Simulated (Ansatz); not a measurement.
**How far is this LiH from the hull?**

These are results of DFT PBE, scalar-relativistic, plane waves, PAW (Ansatz 0.2.0), not measurements. Settings: cutoff 420 eV, Γ-centred meshes spaced at most about 0.3 Å⁻¹, and about 0.25 Å⁻¹ or finer for metals (2π included), Gaussian smearing. No spin polarisation.

The zero of energy is the elements' standard structures at the same level (H₂ as a molecule); no fitted shifts are applied.

These are static total energies at zero pressure. With hydrogen, zero-point motion can shift formation energies by some tens of meV/atom.

The competitors are the elements and 1 reference phase of this chemical system (from databases or known types: LiH), relaxed at the same level; other known phases may be missing.

The candidate was reached from: ZrH type (P4_2/mmc).

```
Li H
1.0
     2.83413    0.00000    0.00000
     0.00000    2.83413    0.00000
     0.00000    0.00000    5.13643
Li H
2 2
Direct
  0.00000 0.50000 0.50000
  0.50000 0.00000 0.00000
  0.50000 0.50000 0.25000
  0.50000 0.50000 0.75000
```

Task: Where does it stand against these competitors?

Result: Not the lowest form: another structure of the same formula lies lower. Its formation energy is -0.213 eV/atom. The lowest competing phase at this composition is this:

| phase | space group | source | share of atoms | ΔE_f (eV/atom) |
| --- | --- | --- | --- | --- |
| LiH | Fm-3m (No. 225) | textbook type | 1.0000 | -0.417 |

The candidate lies 0.20 eV/atom above this phase. The candidate matches no cell in the subsets of the Crystallography Open Database and the Materials Project at hand. A phase this far over the hull is unlikely to be made.
